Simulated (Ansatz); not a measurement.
# LiCl: energy against volume in PBE, exact exchange and the RPA

One table from this session's results is given with a row withheld; the runs are named, their logs left out.

Program: Ansatz 0.2.0. PBE orbitals, norm-conserving pseudopotentials, plane waves. No spin polarisation and no zero-point or thermal motion.

### Starting point

The cell was relaxed beforehand with r2SCAN; volume changes: +0 %, -5 %, +5 %, -10 %, +10 %.

Space group Fm-3m (No. 225), cubic; conventional cell a = 5.112 Å, 16.70 Å³ an atom. Li has 6 Cl at 2.56 Å; Cl has 6 Li at 2.56 Å.

Coordinates:

Space group Fm-3m (No. 225). a = 5.112 Å, b = 5.112 Å, c = 5.112 Å, α = 90.00°, β = 90.00°, γ = 90.00°
| atom | site | symmetry | x | y | z |
| --- | --- | --- | --- | --- | --- |
| Li | 4a | m-3m | 0.0000 | 0.0000 | 0.0000 |
| Cl | 4b | m-3m | 0.5000 | 0.0000 | 0.0000 |

The first run:

Input file input.yaml:

```yaml
crystal:
  lattice:
    - [0.0, 2.5560397678, 2.5560397678]
    - [2.5560397678, 0.0, 2.5560397678]
    - [2.5560397678, 2.5560397678, 0.0]
  atoms:
    - { symbol: Li, position: [0.0, 0.0, 0.0] }
    - { symbol: Cl, position: [0.5, 0.5, 0.5] }
kpoints:
  mp_grid: { grid: [4, 4, 4] }
hamiltonian:
  xc: pbe
  pseudopotentials: { kind: nc }
scf:
  occupations: { method: fixed }
output:
  rpa_energy:
    ecut_chi_ladder: [268, 300, 333, 369, 406]
    long_wavelength: optical_limit
  write_density: true
  write_potential: true
  elf: true
  volumetric_format: npy
basis:
  ecutwfc: 1034.032677
```

Steps of the session up to this table: The unscaled cell; Volume -5 %; Volume +5 %; Volume -10 %; Volume +10 %.

One table of the session follows, with a row left open; its other results are not shown here.

Energies in meV/atom from the unscaled cell:

| volume (Å³/atom) | PBE | exact exchange | EXX+RPA | RPA correlation |
| --- | --- | --- | --- | --- |
| 15.030 | 30.9 | 61.1 | 10.1 | -51.0 |
| 15.865 | ? | ? | ? | ? |
| 16.699 | 0.0 | 0.0 | 0.0 | 0.0 |
| 17.534 | -0.2 | -12.0 | 10.3 | 22.3 |
| 18.369 | 6.8 | -15.3 | 25.5 | 40.8 |

Q: Estimate the row for volume (Å³/atom) = 15.865 from the others.

Worked estimate for «PBE». A straight line through the neighbours (15.030, 30.9) and (16.699, 0.0) gives 30.9 + (0.0 − 30.9) × (15.865 − 15.030) / (16.699 − 15.030) = 15.4; a parabola fitted to 3 rows on both sides gives 10.4.

The run gave: PBE: 9.4; exact exchange: 23.3; EXX+RPA: 1.4; RPA correlation: -21.9. In «PBE» the line misses by +6.0 and the parabola by +1.0.
